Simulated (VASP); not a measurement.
# Ge in VASP: single point with PBE+D3(BJ)

Aim: the single point of Ge with PBE+D3(BJ).

All numbers are computed with VASP 6.6.1; they aren't measurements. Logs are shortened: lines on timing, memory, paths and dates and some standing lists are left out, and cuts for length are marked.

### Step 1. The structure

The cell holds a slab with vacuum, 2 atoms: a = 4.021 Å, b = 4.021 Å, c = 20.530 Å, α = 90.00°, β = 90.00°, γ = 120.00°.

The cell was built by a generator and needn't be a form met in nature.

### Step 2. Single point, PBE+D3(BJ)

File INCAR:

```
SYSTEM = Ge
PREC = Accurate
ENCUT = 520
EDIFF = 1E-6
ISMEAR = 0
SIGMA = 0.04
LREAL = .FALSE.
LASPH = .TRUE.
NELM = 100
ALGO = Normal
ISIF = 2
LWAVE = .FALSE.
LCHARG = .FALSE.
LDIPOL = .TRUE.
IDIPOL = 3
DIPOL = 0.5 0.5 0.384
GGA = PE
IVDW = 12
NBANDS = 21
```

File KPOINTS:

```
regular mesh
0
G
  12 12 1
  0 0 0
```

File POSCAR:

```
Ge
1.0
    4.0211921273      0.0000000000      0.0000000000
   -2.0105960637      3.4824545357      0.0000000000
    0.0000000000      0.0000000000     20.5300000000
Ge
2
Direct
    0.3333333333      0.6666666667      0.3661079052
    0.6666666667      0.3333333333      0.4014207439
```

Potentials or basis: VASP PAW PBE potentials, release 64 (Ge_d).

The run is started by

```bash
cat potpaw_PBE.64/Ge_d/POTCAR > POTCAR
mpirun -np 1 vasp_std > vasp.out
```

OUTCAR:

```text
SYSTEM = Ge
   PREC = Accurate
   ENCUT = 520
   EDIFF = 1E-6
   ISMEAR = 0
   LREAL = .FALSE.
   LASPH = .TRUE.
   NELM = 100
   ISIF = 2
   GGA = PE
   IVDW = 12
 IVDW          = 12

 ion  position               nearest neighbor table
   1  0.333  0.667  0.366-   2 2.43   2 2.43   2 2.43
   2  0.667  0.333  0.401-   1 2.43   1 2.43   1 2.43

  LATTYP: Found a hexagonal cell.
 ALAT       =     4.0211921273
 C/A-ratio  =     5.1054511573

  Lattice vectors:

 A1 = (   4.0211921273,   0.0000000000,   0.0000000000)
 A2 = (  -2.0105960637,   3.4824545357,   0.0000000000)
 A3 = (   0.0000000000,   0.0000000000,  20.5300000000)

Analysis of symmetry for initial positions (statically):
=====================================================================
 Subroutine PRICEL returns:
 Original cell was already a primitive cell.

 Routine SETGRP: Setting up the symmetry group for a
 hexagonal supercell.

 Subroutine GETGRP returns: Found 12 space group operations
 (whereof  6 operations were pure point group operations)
 out of a pool of 24 trial point group operations.

The static configuration has the point symmetry C_3v.
 The point group associated with its full space group is D_3d.

Analysis of symmetry for dynamics (positions and initial velocities):
=====================================================================
 Subroutine PRICEL returns:
 Original cell was already a primitive cell.

 Routine SETGRP: Setting up the symmetry group for a
 hexagonal supercell.

 Subroutine GETGRP returns: Found 12 space group operations
 (whereof  6 operations were pure point group operations)
 out of a pool of 24 trial point group operations.

The dynamic configuration has the point symmetry C_3v.
 The point group associated with its full space group is D_3d.

 Subroutine INISYM returns: Found 12 space group operations
 (whereof  6 operations are pure point group operations),
 and found     1 'primitive' translations

----------------------------------------------------------------------------------------

                                     Primitive cell

  volume of cell :     287.4943

  direct lattice vectors                    reciprocal lattice vectors
     4.021192127  0.000000000  0.000000000     0.248682472  0.143576892  0.000000000
    -2.010596064  3.482454536  0.000000000     0.000000000  0.287153785  0.000000000
     0.000000000  0.000000000 20.530000000     0.000000000  0.000000000  0.048709206

[... 82 lines left out ...]
   NFREE  =      0    steps in history (QN), initial steepest desc. (CG)
   ISIF   =      2    stress and relaxation
   ISYM   =      2    0-nonsym 1-usesym 2-fastsym
   POTIM  = 0.5000    time-step for ionic-motion
   TEBEG  =    0.0;   TEEND  =   0.0 temperature during run
   PSTRESS=    0.0 pullay stress
   NELECT =      28.0000    total number of electrons
   NUPDOWN=      -1.0000    fix difference up-down
   EMIN   =  10.00;   EMAX   =-10.00  energy-range for DOS
   EFERMI =   0.00;   METHOD = LEGACY
   ISMEAR =     0;   SIGMA  =   0.04  broadening in eV -4-tet -1-fermi 0-gaus
   EFERMI_NEDOS =   21; number of points for ismear=-14 and -15
   IALGO  =     38    algorithm
   IMIX   =      4    mixing-type and parameters
     AMIX     =   0.40;   BMIX     =  1.00
     AMIX_MAG =   1.60;   BMIX_MAG =  1.00
  volume/ion in A,a.u.               =     143.75       970.05
  Fermi-wavevector in a.u.,A,eV,Ry     =   0.753213  1.423366  7.718989  0.567330
  Thomas-Fermi vector in A             =   1.850601
   LORBIT       =      0    0 simple, 1 ext, 2 COOP (PROOUT), +10 PAW based schemes
   GGA     = PE    functional components
   LHFCALC =     F    Hartree Fock is set to
   AEXX    =    0.0000 exact exchange contribution
   IVDW    =    12    specifies the selected vdW correction
   LEPSILON=     F    determine dielectric tensor
   LRPA    =     F    only Hartree local field effects (RPA)
 non-spin polarized calculation
 Gauss-broadening in eV      SIGMA  =   0.04
  energy-cutoff  :      520.00
  volume of cell :      287.49
 maximum number of plane-waves:      7799
 NGX is ok and might be reduce to    30
   NGX = 15   NGY = 15   NGZ = 77

 dipolmoment           0.000000      0.000000      0.000025 electrons x Angstroem

 number of electron      28.0000012 magnetization

 dipolmoment           0.000000      0.000000     -0.000003 electrons x Angstroem

 Free energy of the ion-electron system (eV)
  ---------------------------------------------------
  ext. energy  EPLUGINS =         0.00000000
  ---------------------------------------------------
  free energy    TOTEN  =        -8.07324508 eV

  energy without entropy =       -8.07261820  energy(sigma->0) =       -8.07293164

 E-fermi :  -3.0402     XC(G=0):  -2.2411

 val. band max:       -3.0401990744   @ k =   0.3333   0.3333   0.0000
 cond. band min:      -3.0401970905   @ k =   0.3333   0.3333   0.0000
 fundamental gap:      0.0000019839
 Fermi energy:        -3.0401980824

 k-point     1 :       0.0000    0.0000    0.0000
  band No.  band energies     occupation
      1     -27.4749      2.00000
      2     -27.4749      2.00000
      3     -27.4216      2.00000
      4     -27.4216      2.00000
      5     -27.4160      2.00000
      6     -27.3642      2.00000
[... 445 lines left out ...]
     20       3.8910      0.00000
     21       4.0960      0.00000

------------------------ aborting loop because EDIFF is reached ----------------------------------------

 vacuum level on the upper side and lower side of the slab       (xc-potential included)        -0.124        -0.126

 Edisp (eV)   -0.30875

 E8    (eV) :    -0.1476

  FORCE on cell =-STRESS in cart. coord.  units (eV):
  Direction    XX          YY          ZZ          XY          YZ          ZX
  --------------------------------------------------------------------------------------
  -------------------------------------------------------------------------------------
  Total      -0.12787    -0.12787    -0.13003     0.00000     0.00000     0.00000
  in kB      -0.71260    -0.71260    -0.72463     0.00000     0.00000     0.00000
  external pressure =       -0.72 kB  Pullay stress =        0.00 kB

 VOLUME and BASIS-vectors are now :
 -----------------------------------------------------------------------------
  energy-cutoff  :      520.00
  volume of cell :      287.49
      direct lattice vectors                 reciprocal lattice vectors
     4.021192127  0.000000000  0.000000000     0.248682472  0.143576892  0.000000000
    -2.010596064  3.482454536  0.000000000     0.000000000  0.287153785  0.000000000
     0.000000000  0.000000000 20.530000000     0.000000000  0.000000000  0.048709206

 POSITION                                       TOTAL-FORCE (eV/Angst)
 -----------------------------------------------------------------------------------
     -0.00000      2.32164      7.51620         0.000000     -0.000000      0.157407
      2.01060      1.16082      8.24117        -0.000000      0.000000     -0.157407
 -----------------------------------------------------------------------------------
    total drift:                               -0.000000     -0.000000     -0.000207

  FREE ENERGIE OF THE ION-ELECTRON SYSTEM (eV)
  ---------------------------------------------------
  free  energy   TOTEN  =        -8.3819912204 eV

  energy  without entropy=       -8.3813643430  energy(sigma->0) =       -8.38167778

 vacuum level on the upper side and lower side of the slab         1.366         1.365
```

It took 2.8 min on 1 thread of Intel Xeon Platinum 8488C (Sapphire Rapids), shared host; peak memory 0.41 GiB.

What came out:

* Free energy: -8.3820 eV
* Largest force: 0.157 eV/Å
* Band gap on the k mesh: none (metal or under the smearing width)
* Dispersion energy per atom: -0.154 eV

Forces on the atoms (eV/Å):
```
Ge   0.000  0.000  0.157
Ge   0.000  0.000 -0.157
```

Levels at points of the mesh, in eV from the Fermi level:
```
           k point  band 11  band 12  band 13  band 14  band 15  band 16  band 17  band 18
(0.00, 0.00, 0.00)   -11.20    -3.57    -0.31    -0.31     0.74     2.23     3.98     3.98
(0.50, 0.00, 0.00)    -9.15    -7.31    -1.86    -1.17     0.68     1.79     5.41     6.36
```
